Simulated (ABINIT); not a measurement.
# GaAs: band structure with LDA-VWN

**Experimental background.**

“Evidence of valence band perturbations in GaAsN/GaAs(001): A combined variable-angle spectroscopic ellipsometry and modulated photoreflectance investigation”, 2008, arxiv:0805.2212 reports, for a bulk crystal of GaAs at 300 K: band gap 1.412 ± 0.01 eV (direct).

The system is GaAs.

```xyz
2
Lattice="0.0000 2.8268 2.8268 2.8268 0.0000 2.8268 2.8268 2.8268 0.0000" Properties=species:S:1:pos:R:3 pbc="T T T"
As    4.2403    4.2403    4.2403
Ga    0.0000    0.0000    0.0000
```

```json
{"Program": "ABINIT 10.8.3 (patched build)", "Task": "band structure", "Functional": "LDA-VWN", "Potentials or basis": "JTH PAW LDA v2.0", "Cutoff": "463 eV", "k mesh": "8 × 8 × 8", "Occupations": "fermi-dirac, width 0.05 eV", "Spin": "no spin polarisation", "Fine-grid cutoff": "925.187 eV"}
```

```
Pressure                                              : -2.1 GPa
Band gap on the k mesh                                : 0.28 eV, direct
Band gap along the path                               : 0.28 eV, direct
Valence electrons inside the program's atomic spheres : As 12.74; Ga 11.10
```

Levels at the corners of the path, in eV from the valence-band top:
| point | band 10 | band 11 | band 12 | band 13 | band 14 | band 15 | band 16 | band 17 | band 18 | band 19 |
| --- | --- | --- | --- | --- | --- | --- | --- | --- | --- | --- |
| Γ | -14.82 | -12.79 | 0.00 | 0.00 | 0.00 | 0.28 | 3.69 | 3.69 | 3.69 | 7.33 |
| X | -14.81 | -10.29 | -6.88 | -2.68 | -2.68 | 1.35 | 1.56 | 10.04 | 10.04 | 10.78 |
| W | -14.82 | -10.24 | -6.69 | -3.55 | -3.36 | 4.53 | 4.64 | 5.30 | 5.95 | 10.92 |
| K | -14.82 | -10.33 | -6.69 | -3.88 | -2.26 | 1.86 | 4.55 | 7.82 | 7.99 | 8.54 |
| Γ | -14.82 | -12.79 | 0.00 | 0.00 | 0.00 | 0.28 | 3.69 | 3.69 | 3.69 | 7.33 |
| L | -14.82 | -11.03 | -6.69 | -1.14 | -1.14 | 0.84 | 4.60 | 4.60 | 7.57 | 10.19 |
| U | -14.82 | -10.33 | -6.69 | -3.88 | -2.26 | 1.86 | 4.55 | 7.82 | 7.99 | 8.54 |
| W | -14.82 | -10.24 | -6.69 | -3.55 | -3.36 | 4.53 | 4.64 | 5.30 | 5.95 | 10.92 |
| L | -14.82 | -11.03 | -6.69 | -1.14 | -1.14 | 0.84 | 4.60 | 4.60 | 7.57 | 10.19 |
| K | -14.82 | -10.33 | -6.69 | -3.88 | -2.26 | 1.86 | 4.55 | 7.82 | 7.99 | 8.54 |

It took 59 s on 1 thread of Arm Neoverse V1, with other jobs on the host, peak memory 0.11 GiB.

A measured gap of GaAs is 1.412 eV (direct; 300 K; “Evidence of valence band perturbations in GaAsN/GaAs(001): A combined variable-angle spectroscopic ellipsometry and modulated photoreflectance investigation”, 2008, arxiv:0805.2212); the calculated 0.28 eV misses it by -1.13 eV. So large a miss can be the level of theory's own, or it may mean another phase, state or a wrong row. 3 values of this kind are on record (1.412 to 1.51 eV); this one was drawn at random among those near their median, those with a stated uncertainty first. Spin-orbit coupling on As, Ga is left out. The value is that of LDA-VWN, without temperature or zero-point motion. Semilocal functionals fall short of measured gaps as a rule.
